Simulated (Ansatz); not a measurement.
## How far is PAW off for Fe?

```
CELL_PARAMETERS angstrom
2.48284 0.00000 0.00000
-1.24142 2.15020 0.00000
0.00000 0.00000 3.84193
ATOMIC_POSITIONS crystal
Fe 0.33333 0.66667 0.25000
Fe 0.66667 0.33333 0.75000
```

Atom numbers follow the list: Fe1, Fe2.

Structure from Materials Project entry mp-136 (possibly hypothetical), not relaxed further. The listed cell was then made from it by scaling, straining or moving an atom.

Spin polarisation is left out, and whether a magnetic state lies lower isn't shown here.

All numbers are computed: DFT, PBE, PAW with Ansatz's default frozen-core files, scalar-relativistic (Ansatz 0.2.0); DFT, PBE, all-electron PAW with datasets made for the crystal, scalar-relativistic (Ansatz 0.2.0); DFT, PBE, all-electron LAPW, scalar-relativistic (Ansatz 0.2.0).

For PAW: a Γ-centred 17×17×10 k mesh, Fermi–Dirac smearing of 0.08 eV, cutoff 420 eV, no spin polarisation. The crystal-made all-electron datasets (AE datasets) take a cutoff of 360 eV at this cell. LAPW targets a basis error of 0.25 meV/atom. The Ansatz runs share mesh, smearing and spin set-up. Plane-wave (PAW) pressures include the program's estimate of the Pulay term.

Stress and pressure are positive in compression.

The change that made this cell: equal xx and yy strain of +2 %.

In a metal, gradients converge slowly with the k mesh: the values move by tens of per cent from one mesh to another, at times in sign, so only the comparison on one mesh counts.

```tsv
quantity	PAW	AE datasets	LAPW
pressure (GPa)	?	-1.16	-1.17
stress xx (GPa)	?	-4.30	-4.30
stress zz (GPa)	?	5.10	5.10
field gradient Vzz at Fe1 (10²¹ V/m²)	-0.65	-0.68	–
```

**Question.** What belongs in the row "stress xx (GPa)", column "PAW"?

**Answer.** -4.20.

**Question.** Fill in "PAW" for the row "stress zz (GPa)".

**Answer.** 5.25.

**Question.** What belongs in the row "pressure (GPa)", column "PAW"?

**Answer.** -1.05.
